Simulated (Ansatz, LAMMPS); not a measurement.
# Static equation of state of amorphous TiO2 at 3.66 g/cm^3 (84 atoms)

Density of this cell: 3.48 g/cm³. The cell holds 84 atoms: 28 Ti and 56 O. Its edges and angles: a = 10.268 Å, b = 10.096 Å, c = 10.304 Å, α = 90.1°, β = 88.2°, γ = 88.3°. The starting structure: 84 atoms (28 Ti, 56 O) placed at random at 3.66 g/cm³, melted at 5000 K for 10 ps at fixed volume with the Morse and Coulomb pair potential with partial charges (Pedone, Malavasi, Menziani, Cormack and Segre, J. Phys. Chem. B 110, 11780 (2006)). Quenched from 5000 K to 300 K at 50 K/ps and fixed volume, held 5 ps, then minimised at fixed cell.

Calculated with Ansatz 0.2.0: Kohn-Sham DFT, PBE, PAW (set soft_2), plane waves; cutoff 420 eV, Γ point, fixed occupations. Cell and atoms were relaxed first, to V0 = 12.704 Å³ an atom at a residual P0 = 0.002 GPa. The cell was then scaled evenly, and the atoms were relaxed at each volume.

| volume (Å³/atom) | pressure (GPa) |
| --- | --- |
| 11.433 | ? |
| 11.941 | 6.409 |
| 12.323 | 3.116 |
| 13.085 | -2.005 |
| 13.466 | -2.883 |

**Question.** Fit the third-order Birch–Murnaghan equation to the rows given and extrapolate to the withheld row.

Worked fit:

Take the Eulerian strain f = ½[(V0/V)^(2/3) − 1] and the normalised pressure F = (P − P0) / [3f(1 + 2f)^(5/2)]. The third-order Birch–Murnaghan equation is then the line F = B0 + (3/2)B0(B′ − 4) f, so u = f and v = F.

| u = f | v = F (GPa) |
| --- | --- |
| 0.0210564 | 91.4863 |
| 0.0102567 | 96.1756 |
| -0.00975653 | 72.0336 |
| -0.0190506 | 55.6340 |

With n = 4: mean u = 6.2650e-4, mean v = 78.8324, Σ(u − ū)² = 0.0010051, Σ(u − ū)(v − v̄) = 0.95261. Slope b = 0.95261 / 0.0010051 = 947.75; intercept a = v̄ − b ū = 78.239.

So B0 = a = 78.2 GPa and B′ = 4 + 2b/(3a) = 12.1. At the withheld volume f = 0.03638, F = a + b f = 112.7 GPa, and P = P0 + 3f(1 + 2f)^(5/2) F.

Prediction at 11.433: 14.67 GPa. The run gave 11.26 GPa, so the fit is high by 3.4 GPa (30 % of the value).

The series isn't one smooth equation of state: even a line fitted to all rows, the withheld one included, misses F by up to 16.6 %, the count of bonds changes along the series and an atom moves over 0.5 Å in some relaxation. B0 and B′ are then only the numbers of this fit, not moduli of the material. Among the rows given, the largest miss of the fit is at 11.941, by 0.47 GPa (3.3 % of the range of the table).

Limits: Static cells at zero temperature; the cell shape is held. The program notes that the SCF threshold of these relaxations is loose for the stress. The quench rate of 50 K/ps is many orders above laboratory rates, so the cell is likely richer in defects and strain than a real sample. The network of bonds at the start is that of the classical potential that made the cell, and needn't be the one that DFT or experiment would give. Only the Γ point is sampled, in a cell whose shortest periodic width is 10 Å.

[Hosts, paths, dates, database ids (printed as entryN), source tags and the programs' standing remarks are cut or masked in the printed files.]
